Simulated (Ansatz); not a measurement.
The system is Ag.

```
Ag
1.0
     1.47305    0.85046    7.20465
    -1.47305    0.85046    7.20465
     0.00000   -1.70093    7.20465
Ag
3
Direct
  0.22228 0.22228 0.22228
  0.77772 0.77772 0.77772
  0.00000 0.00000 0.00000
```

This isn't the form of Ag at room conditions, which is fcc.

```yaml
Program: Ansatz 0.2.0
Task: single point
Functional: PBEsol
Potentials_or_basis: all-electron LAPW, scalar-relativistic
Cutoff: 231 eV (chosen from the basis error)
Basis_error_allowed: 0.001 eV/atom
k_mesh: 10 × 10 × 10
Occupations: fermi-dirac, width 0.05 eV
Spin: no spin polarisation
```

On this cell: pressure -7.2 GPa; largest force under 0.003 eV/Å; band gap on the k mesh none (metal or under the smearing width).

The same run follows on a disturbed copy (atoms moved at random, drawn with an rms of 0.05 Å):

```xyz
3
Lattice="1.4730 0.8505 7.2046 -1.4730 0.8505 7.2046 0.0000 -1.7009 7.2046" Properties=species:S:1:pos:R:3 pbc="T T T"
Ag   -0.0243   -0.0509    4.7735
Ag    0.0242   -0.0255   16.8169
Ag   -0.0492   -0.0466    0.0008
```

Q: What changes?

A: The energy (extrapolated to zero smearing) moves by +1.5 meV/atom; pressure -7.2 GPa; largest force 0.147 eV/Å; band gap on the k mesh none (metal or under the smearing width).

Forces in eV/Å, atoms in the order of the input:
```
Ag   0.009  0.011  0.146
Ag  -0.047 -0.015 -0.095
Ag   0.038  0.005 -0.051
```

Stress tensor (GPa, compression positive):
```
-7.09 -0.13  0.02
-0.13 -6.96  0.03
 0.02  0.03 -7.45
```
